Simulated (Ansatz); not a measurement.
How settings move the results for WC

```yaml
crystal:
  lattice:
    - [2.90050, 0.00000, 0.00000]
    - [-1.45025, 2.51191, 0.00000]
    - [0.00000, 0.00000, 2.82900]
  atoms:
    - { symbol: W, position: [0.00000, 0.00000, 0.00000] }
    - { symbol: C, position: [0.66667, 0.33333, 0.50000] }
```

Atoms are numbered in the order listed.

The cell comes from COD entry 2102244, which wasn't checked; take it as a given geometry.

Spin–orbit coupling is left out, though it moves levels of the heavy atoms by tenths of an eV or more.

Level of theory: DFT, PBE, all-electron LAPW, scalar-relativistic in Ansatz 0.2.0.

Settings: a Γ-centred 13×13×12 k mesh, Fermi–Dirac smearing of 0.05 eV, basis error target 1 meV/atom, no spin polarisation. One setting is then changed at a time.

```
         k mesh  free energy less the base's (meV/atom)  P (GPa)  cutoff chosen (eV)
13×13×12 (base)                                     0.0     8.47                 336
          4×4×4                                    29.3     9.23                 336
          6×6×6                                     2.1     8.58                 336
        10×10×9                                    -1.6     8.56                 336
       18×18×17                                     0.3     8.53                 336
```
